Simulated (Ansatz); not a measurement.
# Thickness series of a Zn/BN/Cu junction, part 5 of 6

How fast does the current through Zn/BN/Cu fall with each added layer? The lower electrode is Zn hcp(0001), the upper one Cu fcc(111); the barrier is BN zinc blende(111) (whole bilayers). In the first transport cell, after relaxation, the nearest pair of electrode and barrier is Zn–N at 2.61 Å, at a slant, too long for a bond, at the lower face and Cu–B at 2.49 Å, at a slant, at the upper one. A gap without bonds adds to the barrier. All share a net of side 2.613 Å, which strains the lower electrode by -1.8 %, the upper one by +1.8 % and the barrier by +1.8 %, against typed lattice constants near PBE's. The first steps treat the bulk electrodes alone.

Ansatz 0.2.0; PBE DFT, plane waves, PAW files (the session's first sound run).

So far, transmission at the Fermi level (a spin, zone mean): step 5 (T(E) of the junction) 0.0272; step 6 (23 atoms, atomic planes in the barrier 4, gap between the …) 0.156; step 7 (25 atoms, atomic planes in the barrier 6, gap between the …) 0.0681.

### Step 9. Conductance, atomic planes in the barrier 10, gap between the electrodes 12.98 Å

Level of this step: PBE DFT, plane waves, PAW files; ballistic transmission by layer matching between semi-infinite leads (Ansatz).

System of this step: Zn/BN/Cu. The cell holds 29 atoms: 11 Zn, 5 N, 5 B and 8 Cu. Cell: a = 2.613 Å, b = 2.613 Å, c = 67.217 Å, α = 90.0°, β = 90.0°, γ = 120.0°. Regions: left electrode, 11 atoms (11 Zn); barrier, 10 atoms (5 N and 5 B); right electrode, 8 atoms (8 Cu). Vacuum lies along c.

Barrier layers are added or taken out in the middle, and the relaxed faces stay.

File input.yaml:

```yaml
crystal:
  lattice:
    - [2.613, 0.0, 0.0]
    - [-1.3065, 2.2629243801, 0.0]
    - [0.0, 0.0, 67.2171922389]
  atoms:
    - { symbol: Zn, position: [0.0, 0.0, 0.1041400238] }
    - { symbol: Zn, position: [0.33333333, 0.66666667, 0.1423943432] }
    - { symbol: Zn, position: [0.0, 0.0, 0.1806486626] }
    - { symbol: Zn, position: [0.33333333, 0.66666667, 0.218902982] }
    - { symbol: Zn, position: [0.0, 0.0, 0.2571573015] }
    - { symbol: Zn, position: [0.33333333, 0.66666667, 0.2954116209] }
    - { symbol: Zn, position: [0.0, 0.0, 0.3336659403] }
    - { symbol: Zn, position: [0.33333333, 0.66666667, 0.3719202597] }
    - { symbol: Zn, position: [0.0, 0.0, 0.4101745791] }
    - { symbol: Zn, position: [0.33333333, 0.66666667, 0.4484288985] }
    - { symbol: Zn, position: [0.0, 0.0, 0.4868898497] }
    - { symbol: "N", position: [0.33333333, 0.66666667, 0.5186302748] }
    - { symbol: B, position: [0.66666667, 0.33333333, 0.5251422905] }
    - { symbol: "N", position: [0.66666667, 0.33333333, 0.5495278483] }
    - { symbol: B, position: [0.0, 0.0, 0.5567401735] }
    - { symbol: "N", position: [0.0, 0.0, 0.5807103805] }
    - { symbol: B, position: [0.33333333, 0.66666667, 0.5879704469] }
    - { symbol: "N", position: [0.33333333, 0.66666667, 0.6119406539] }
    - { symbol: B, position: [0.66666667, 0.33333333, 0.6192007202] }
    - { symbol: "N", position: [0.66666667, 0.33333333, 0.6432463529] }
    - { symbol: B, position: [0.0, 0.0, 0.6506176184] }
    - { symbol: Cu, position: [0.33333333, 0.66666667, 0.680056956] }
    - { symbol: Cu, position: [0.66666667, 0.33333333, 0.7112653414] }
    - { symbol: Cu, position: [0.0, 0.0, 0.7420311139] }
    - { symbol: Cu, position: [0.33333333, 0.66666667, 0.7727968863] }
    - { symbol: Cu, position: [0.66666667, 0.33333333, 0.8035626588] }
    - { symbol: Cu, position: [0.0, 0.0, 0.8343284313] }
    - { symbol: Cu, position: [0.33333333, 0.66666667, 0.8650942037] }
    - { symbol: Cu, position: [0.66666667, 0.33333333, 0.8958599762] }
kpoints:
  mp_grid: { grid: [12, 12, 1] }
scf:
  occupations: { method: fermi_dirac, width: 0.1 }
  max_iter: 150
hamiltonian:
  xc: pbe
output:
  transmission:
    kmesh: [36, 36]
    e_range: [-0.26, 0.27]
    de: 0.0375
    leads: [[4, 6], [25, 26]]
```

Started as:

```
> ansatz run input.yaml --threads 4 --pin off --max-ram 10240MiB --backend cpu --events-out ev --progress --plain --runs-dir out
```

Numbers of over 12 decimals in the logs are rounded to 6 here.

The program printed:

```text
[...]
Crystal: 29 atoms, lattice volume = 397.457 Å³
Basis set: ecut = 420 eV, 7971 PW (Γ)
Bands: 195, of which v1, the nominal top of the filled ones, is band 162 counted from 1 (161 counted from 0)
Symmetry: 6 space group operations
[...]
k-points: 19 of 144 (time reversal used)
[...]
channels       : 6.118827e-1 a spin
[...]
slowest decay  : 0.0401 /Å at (0.2778, 0.0833)
[...]
filled         : 42.8 meV under the level at which it is neutral
    channels       : 8.125000e-1 a spin
[...]
slowest decay  : 0.0120 /Å at (0.3333, 0.1944)
  junction   : crystal 0 to crystal 1, 19.27 to 52.28 Å
    transmission   : 8.963217e-3 a spin
[...]
resistance     : 6.8440e-2 Ω µm² beyond half of each lead's own
[key lines of the parts left out:]
SCF converged after 13 iterations
Free energy (F): -92218.653670 eV
Fermi energy:    9.618997 eV
```

Wall time 2 min (4 threads of Arm Neoverse V2, shared host); peak memory 2.4 GiB.

G = 1.4e13 S/m² (1/G = 0.0695 Ω µm²), 0.38 times the step before of this kind. The largest error estimate is 73 %, from the leads' potential steps. In the worse lead the potential repeats within 117 meV, which the program flags as too much for a lead, so G carries that doubt.

### Step 10. Conductance, atomic planes in the barrier 12, gap between the electrodes 15.08 Å

System of this step: Zn/BN/Cu. The cell holds 31 atoms: 11 Zn, 6 N, 6 B and 8 Cu. Its edges and angles: a = 2.613 Å, b = 2.613 Å, c = 69.316 Å, α = 90.0°, β = 90.0°, γ = 120.0°. Regions: left electrode, 11 atoms (11 Zn); barrier, 12 atoms (6 N and 6 B); right electrode, 8 atoms (8 Cu). Vacuum lies along c.

Barrier layers are added or taken out in the middle, and the relaxed faces stay.

File input.yaml:

```yaml
crystal:
  lattice:
    - [2.613, 0.0, 0.0]
    - [-1.3065, 2.2629243801, 0.0]
    - [0.0, 0.0, 69.3164035254]
  atoms:
    - { symbol: Zn, position: [0.0, 0.0, 0.1009861973] }
    - { symbol: Zn, position: [0.33333333, 0.66666667, 0.1380820045] }
    - { symbol: Zn, position: [0.0, 0.0, 0.1751778117] }
    - { symbol: Zn, position: [0.33333333, 0.66666667, 0.2122736189] }
    - { symbol: Zn, position: [0.0, 0.0, 0.2493694261] }
    - { symbol: Zn, position: [0.33333333, 0.66666667, 0.2864652333] }
    - { symbol: Zn, position: [0.0, 0.0, 0.3235610405] }
    - { symbol: Zn, position: [0.33333333, 0.66666667, 0.3606568478] }
    - { symbol: Zn, position: [0.0, 0.0, 0.397752655] }
    - { symbol: Zn, position: [0.33333333, 0.66666667, 0.4348484622] }
    - { symbol: Zn, position: [0.0, 0.0, 0.4721446435] }
    - { symbol: "N", position: [0.33333333, 0.66666667, 0.5029238262] }
    - { symbol: B, position: [0.66666667, 0.33333333, 0.5092386289] }
    - { symbol: "N", position: [0.66666667, 0.33333333, 0.5328856828] }
    - { symbol: B, position: [0.0, 0.0, 0.5398795865] }
    - { symbol: "N", position: [0.0, 0.0, 0.5631238682] }
    - { symbol: B, position: [0.33333333, 0.66666667, 0.5701640672] }
    - { symbol: "N", position: [0.33333333, 0.66666667, 0.5934083489] }
    - { symbol: B, position: [0.66666667, 0.33333333, 0.6004485479] }
    - { symbol: "N", position: [0.66666667, 0.33333333, 0.6236928297] }
    - { symbol: B, position: [0.0, 0.0, 0.6307330287] }
    - { symbol: "N", position: [0.0, 0.0, 0.6540504518] }
    - { symbol: B, position: [0.33333333, 0.66666667, 0.6611984824] }
    - { symbol: Cu, position: [0.66666667, 0.33333333, 0.689746265] }
    - { symbol: Cu, position: [0.0, 0.0, 0.7200095206] }
    - { symbol: Cu, position: [0.33333333, 0.66666667, 0.7498435676] }
    - { symbol: Cu, position: [0.66666667, 0.33333333, 0.7796776146] }
    - { symbol: Cu, position: [0.0, 0.0, 0.8095116617] }
    - { symbol: Cu, position: [0.33333333, 0.66666667, 0.8393457087] }
    - { symbol: Cu, position: [0.66666667, 0.33333333, 0.8691797557] }
    - { symbol: Cu, position: [0.0, 0.0, 0.8990138027] }
kpoints:
  mp_grid: { grid: [12, 12, 1] }
scf:
  occupations: { method: fermi_dirac, width: 0.1 }
  max_iter: 150
hamiltonian:
  xc: pbe
output:
  transmission:
    kmesh: [36, 36]
    e_range: [-0.26, 0.27]
    de: 0.0375
    leads: [[4, 6], [27, 28]]
```

The program printed:

```text
[...]
Crystal: 31 atoms, lattice volume = 409.869 Å³
Basis set: ecut = 420 eV, 8193 PW (Γ)
Bands: 200, of which v1, the nominal top of the filled ones, is band 166 counted from 1 (165 counted from 0)
Symmetry: 6 space group operations
[...]
k-points: 19 of 144 (time reversal used)
[...]
channels       : 6.118827e-1 a spin
[...]
slowest decay  : 0.0400 /Å at (0.2778, 0.0833)
[...]
filled         : 42.7 meV under the level at which it is neutral
    channels       : 8.125000e-1 a spin
[...]
slowest decay  : 0.0093 /Å at (0.3333, 0.1944)
  junction   : crystal 0 to crystal 1, 19.27 to 54.38 Å
    transmission   : 2.832973e-3 a spin
[...]
resistance     : 1.9098e-1 Ω µm² beyond half of each lead's own
[key lines of the parts left out:]
SCF converged after 13 iterations
Free energy (F): -92760.878309 eV
Fermi energy:    9.683176 eV
```

Elapsed: 2 min, on 4 threads; peak memory 2.5 GiB; 7.8 min of CPU time.

One spin. The transmission, zone mean by energy, zero at the Fermi level:

```csv
energy (eV),"transmission, zone mean"
-0.260,0.00644
-0.223,0.00539
-0.185,0.00514
-0.147,0.00495
-0.110,0.00484
-0.072,0.00485
-0.035,0.00518
0.003,0.00283
0.040,0.00275
0.077,0.00273
0.115,0.00298
0.152,0.00179
0.190,0.00169
0.228,0.00161
0.265,0.00151
```

G = 5.2e12 S/m² (1/G = 0.192 Ω µm²), 0.36 times the step before of this kind. The largest error estimate is 100 %, from the leads' potential steps. In the worse lead the potential repeats within 117 meV, which the program flags as too much for a lead, so G carries that doubt.

### Step 11. The series together

Times are for 4 threads of Arm Neoverse V2, shared host. The series side by side:

```csv
no.,gap between the electrodes (Å),junction conductance (S/m²),resistance-area product beyond the leads (Ω um²),time,memory (GiB)
1,6.69,2.07e14,0.003738,1.8 min,2.0
2,8.79,9.28e13,0.009687,1.9 min,2.1
3,10.88,3.82e13,0.02510,1.8 min,2.3
4,12.98,1.44e13,0.06844,2 min,2.4
5,15.08,5.21e12,0.1910,2 min,2.5
```

The runs together. Transmission, zone mean against energy, zero at the Fermi level:

```csv
energy (eV),6.69,8.79,10.88,12.98,15.08
-0.260,0.180,0.0897,0.0398,0.0165,0.00644
-0.223,0.176,0.0852,0.0367,0.0145,0.00539
-0.185,0.171,0.0828,0.0357,0.0140,0.00514
-0.147,0.168,0.0808,0.0349,0.0136,0.00495
-0.110,0.165,0.0790,0.0342,0.0133,0.00484
-0.072,0.164,0.0774,0.0336,0.0132,0.00485
-0.035,0.161,0.0755,0.0331,0.0135,0.00518
0.003,0.156,0.0681,0.0264,0.00896,0.00283
0.040,0.156,0.0671,0.0260,0.00878,0.00275
0.077,0.155,0.0660,0.0258,0.00877,0.00273
0.115,0.150,0.0643,0.0260,0.00954,0.00298
0.152,0.147,0.0602,0.0213,0.00637,0.00179
0.190,0.145,0.0594,0.0210,0.00616,0.00169
0.228,0.141,0.0587,0.0207,0.00598,0.00161
0.265,0.138,0.0582,0.0206,0.00581,0.00151
```

### Step 12. Fit against thickness

This step: Fit of the logarithm of the conductance against the barrier's thickness, from PBE DFT, plane waves, PAW files (Ansatz 0.2.0).

No new run: the logarithm is fitted against the thickness.

Numbers from this step:

* decay constant of the conductance: 0.44 Å⁻¹
* r.m.s. misfit of ln G: 0.06

From the end points alone, β = ln(2.07e+14 / 5.21e+12) / 8.39 Å = 3.68 / 8.39 Å = 0.44 Å⁻¹. One end point carries an error estimate of 100 %; a factor of 2.0 on it would move β by 0.08 Å⁻¹.

### Step 13. A repeat with changed settings, 27 atoms

This step: PBE DFT, plane waves, PAW files; ballistic transmission by layer matching between semi-infinite leads; changed: output.transmission.leads = [[0, 13], [1, 26]] (Ansatz 0.2.0).

System of this step: Zn/BN/Cu. The cell holds 27 atoms: 11 Zn, 4 N, 4 B and 8 Cu. Cell: a = 2.613 Å, b = 2.613 Å, c = 65.118 Å, α = 90.0°, β = 90.0°, γ = 120.0°. Regions: left electrode, 11 atoms (11 Zn); barrier, 8 atoms (4 N and 4 B); right electrode, 8 atoms (8 Cu). Vacuum lies along c.

The setting was drawn as a possible misstep, on purpose. Where the input is shown as a difference, that is against the step before, not the twin.

File input.yaml:

```yaml
crystal:
  lattice:
    - [2.613, 0.0, 0.0]
    - [-1.3065, 2.2629243801, 0.0]
    - [0.0, 0.0, 65.1179809525]
  atoms:
    - { symbol: Zn, position: [0.0, 0.0, 0.1074971904] }
    - { symbol: Zn, position: [0.33333333, 0.66666667, 0.1469847161] }
    - { symbol: Zn, position: [0.0, 0.0, 0.1864722417] }
    - { symbol: Zn, position: [0.33333333, 0.66666667, 0.2259597673] }
    - { symbol: Zn, position: [0.0, 0.0, 0.265447293] }
    - { symbol: Zn, position: [0.33333333, 0.66666667, 0.3049348186] }
    - { symbol: Zn, position: [0.0, 0.0, 0.3444223442] }
    - { symbol: Zn, position: [0.33333333, 0.66666667, 0.3839098699] }
    - { symbol: Zn, position: [0.0, 0.0, 0.4233973955] }
    - { symbol: Zn, position: [0.33333333, 0.66666667, 0.4628849211] }
    - { symbol: Zn, position: [0.0, 0.0, 0.5025857398] }
    - { symbol: "N", position: [0.33333333, 0.66666667, 0.5353493823] }
    - { symbol: B, position: [0.66666667, 0.33333333, 0.5420713261] }
    - { symbol: "N", position: [0.66666667, 0.33333333, 0.5672430024] }
    - { symbol: B, position: [0.0, 0.0, 0.5746878316] }
    - { symbol: "N", position: [0.0, 0.0, 0.5994307672] }
    - { symbol: B, position: [0.33333333, 0.66666667, 0.6069248767] }
    - { symbol: "N", position: [0.33333333, 0.66666667, 0.6317456695] }
    - { symbol: B, position: [0.66666667, 0.33333333, 0.6393545628] }
    - { symbol: Cu, position: [0.0, 0.0, 0.6697429377] }
    - { symbol: Cu, position: [0.33333333, 0.66666667, 0.7019573892] }
    - { symbol: Cu, position: [0.66666667, 0.33333333, 0.7337149592] }
    - { symbol: Cu, position: [0.0, 0.0, 0.7654725293] }
    - { symbol: Cu, position: [0.33333333, 0.66666667, 0.7972300994] }
    - { symbol: Cu, position: [0.66666667, 0.33333333, 0.8289876694] }
    - { symbol: Cu, position: [0.0, 0.0, 0.8607452395] }
    - { symbol: Cu, position: [0.33333333, 0.66666667, 0.8925028096] }
kpoints:
  mp_grid: { grid: [12, 12, 1] }
scf:
  occupations: { method: fermi_dirac, width: 0.1 }
  max_iter: 150
hamiltonian:
  xc: pbe
output:
  transmission:
    kmesh: [18, 18]
    e_range: [-2, 3]
    de: 0.1
    leads: [[0, 13], [1, 26]]
  dos: { projected: true, e_range: [-6, 5], de: 0.05 }
  write_potential: true
  write_density: true
  volumetric_format: npy
```

The program printed:

```text
Error: inconsistent input (output.transmission.leads, crystal): the sites of the lead [0, 13] differ in their species, or no multiple of their step up to half the cell repeats the moments and Hubbard potentials there.
List the leads and leave barriers out. Name each by two sites of one ion a step apart, counted from 0. A search, which can't tell a lead from a barrier or a film with its gap, finds:
  [3, 5]  Zn2, period 5.1427 Å from a height of 14.13 Å
  [23, 24]  Cu1, period 2.0680 Å from a height of 50.18 Å
```

Run time: 0.05 s. Hardware: 4 threads; peak memory 0.1 GiB.

The input was rejected at the start.

The program's message: “Error: inconsistent input (output.transmission.leads, crystal): the sites of the lead [0, 13] differ in their species, or no multiple of their step up to half the cell repeats the moments and Hubbard …”

The change that led to it: output.transmission.leads = [[0, 13], [1, 26]].

(Continued in part 6 of 6.)

[Logs are printed without paths, hosts, clocks, repeated set-up lines and the standing remarks that a program may print on its own settings, such as how far it seeks lower states.]

[Hosts, paths, dates, database ids (printed as entryN), source tags and the programs' standing remarks are cut or masked in the printed files.]
